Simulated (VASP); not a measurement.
Runs of VASP 6.6.1 on MnS. It takes space group P6_3mc (No. 186, hexagonal). The conventional cell has a = 3.954 Å, b = 3.954 Å, c = 6.343 Å, α = 90.00°, β = 90.00°, γ = 120.00°. Around Mn (site symmetry 3m) lie 4 S at 2.36 to 2.42 Å. S (site symmetry 3m) is surrounded by 4 Mn at 2.36 to 2.42 Å. The cell is a database's computed one.

```csv
spin,fixed moment (μB),gap on the mesh (eV),pressure (GPa),moment (μB),largest force (eV/Å)
"collinear, twin_end start",-,(b),3.7,0.00,0.23
"collinear, typed start",-,1.48,5.0,10.00,0.36
"collinear, twin_end start",10.0,-,5.0,10.00,0.36
"collinear, zero start",0.0,-,(a),0.00,0.90
```

Alike in all rows: task single point; level PBEsol+U; potentials or basis VASP PAW PBE potentials, release 64 (Mn_pv, S); Mn d U = 5.0 eV; cell as given; k mesh 6 × 6 × 3; cutoff (eV) 520; smearing gaussian 0.05 eV.

**Question.** Estimate the missing entries.

**Answer.** (a) -14.2; (b) 2.40.

Caveats: the PAW data sets were made with another functional, which shifts forces and pressure a little; an odd mesh through Γ misses points on the zone boundary, where band edges often lie (some runs); the total moment is fixed, so each spin has its own Fermi level (some runs).
